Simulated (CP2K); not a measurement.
ZrS2: single point with PBE

The system is ZrS2.

```
Zr S
1.0
     3.69138    0.00000    0.00000
    -1.84569    3.19683    0.00000
     0.00000    0.00000    6.04108
Zr S
1 2
Direct
  0.00233 0.00147 0.00065
  0.32714 0.66818 0.24361
  0.67227 0.34663 0.75504
```

The cell is a database's computed one.

The cell isn't the ideal one: atoms moved at random, drawn with an rms of 0.05 Å.

```yaml
Program: CP2K 2026.2
Task: single point
Functional: PBE
Potentials_or_basis: POTENTIAL_UZH Zr GTH-PBE-q12, S GTH-PBE-q6; TZVP-MOLOPT-PBE-GTH basis
Density_cutoff: 6123 eV
k_mesh: 8 × 8 × 5
Occupations: fermi-dirac, width 0.05 eV
Spin: no spin polarisation
SCF_solver: diagonalisation with k points
Quickstep_method: GPW
EPS_DEFAULT: 1.0E-10
EPS_SCF: 1.0E-6
MAX_SCF: 100
SCF_GUESS: ATOMIC
k_points_reduced_by_the_point_group: yes
Mesh_centred_on_Gamma: yes
CHOLESKY: OFF
EPS_EIGVAL: 1.0E-7
MIXING_METHOD: BROYDEN_MIXING
MIXING_ALPHA: 0.4
NBUFFER: 8
NGRIDS: 5
Basis_sets: Zr TZVP-MOLOPT-PBE-GTH-q12, S TZVP-MOLOPT-PBE-GTH-q6
Potentials: Zr GTH-PBE-q12 of POTENTIAL_UZH, S GTH-PBE-q6 of POTENTIAL_UZH
ADDED_MOS: "[15]"
REL_CUTOFF_Ry: 60 Ry
MIXING_BETA_1/bohr: 1.5 1/bohr
CUTOFF_of_the_grids: 450 Ry
```

```json
{"Pressure": "-1.2 GPa", "Largest force": "0.364 eV/Å", "Band gap on the k mesh": "0.94 eV, indirect (least direct gap 1.61 eV)", "Mulliken charges": "Zr +0.59; S -0.30, -0.29 e", "Hirshfeld charges": "Zr +0.33; S -0.17 e"}
```

Forces on the atoms (eV/Å):
```
Zr  -0.045  0.047 -0.105
S    0.097  0.098 -0.225
S   -0.052 -0.146  0.330
```

Stress tensor (GPa, compression positive):
```
-1.40 -0.15  0.48
-0.15 -0.96  0.79
 0.48  0.79 -1.23
```

Levels at points of the mesh, in eV from the valence-band top:
```
           k point  band 10  band 11  band 12  band 13  band 14  band 15
(0.00, 0.00, 0.00)    -0.09    -0.06    -0.02     1.59     1.64     2.34
(0.00, 0.50, 0.00)    -2.33    -1.72    -1.12     1.08     3.30     3.60
(0.50, 0.00, 0.00)    -2.41    -1.64    -1.12     1.14     3.31     3.62
(0.50, 0.50, 0.00)    -2.36    -1.68    -1.12     1.11     3.31     3.61
```

It took 57 s on 1 thread of Arm Neoverse V1 (shared host), peak memory 0.39 GiB.

Caveat: Mulliken charges move with the basis; an odd mesh through Γ misses points on the zone boundary, where band edges often lie; the basis of atomic orbitals isn't converged, which shifts pressures, moduli and gaps.
